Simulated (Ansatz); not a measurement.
La2O3, DFT, PBEsol, all-electron LAPW, scalar-relativistic (Ansatz 0.2.0), run on 2 threads of Arm Neoverse V2 on a shared host.

The geometry is COD entry 1010278, unchecked; take it as a test cell. It is an old determination, and later ones may differ. The listed cell was then made from it by scaling, straining or moving an atom.

Command: `ansatz run input.yaml --threads 2 --pin off --max-ram 8192MiB --backend cpu --events-out ev --progress --plain --runs-dir out`

```yaml
crystal:
  lattice:
    - [3.9300000706, -0.0393000007, -0.0393000007]
    - [-1.9990348343, 3.4231298984, -0.0143847986]
    - [-0.0612, -0.0612, 6.12]
  atoms:
    - { symbol: La, position: [0.3333333333, 0.6666666667, 0.25] }
    - { symbol: La, position: [0.6666666667, 0.3333333333, 0.75] }
    - { symbol: O, position: [0.25, 0.25, 0.0] }
    - { symbol: O, position: [0.75, 0.0, 0.0] }
    - { symbol: O, position: [0.0, 0.75, 0.0] }
kpoints:
  mp_grid: { grid: [6, 6, 4] }
  band_path:
    path:
      - [0.0, 0.0, 0.0]
      - [0.0, 0.0, 0.5]
      - [-0.5, 0.5, 0.0]
      - [0.0, 0.0, 0.0]
      - [0.0, -0.5, 0.0]
      - [-0.5, 0.0, 0.5]
      - [0.0, 0.0, 0.0]
      - [-0.5, 0.0, 0.0]
      - [0.0, -0.5, 0.5]
    npoints: 5
scf:
  occupations: { method: fermi_dirac, width: 0.02 }
hamiltonian:
  xc: pbesol
  pseudopotentials: { kind: all_electron, lapw: { basis_error: 0.001 } }
output:
  forces: true
  stress: true
  eigenvalues: true
```

Problem. How large is the problem that the program sets up?

Solution. 76 irreducible k-points, 1881 plane waves at Γ, 50 bands.

Problem. Estimate the wall time and the peak memory.

Solution. 3.6 min of wall time for 16 SCF iterations, with a peak of 0.96 GiB. Times on shared machines scatter by tens of per cent.
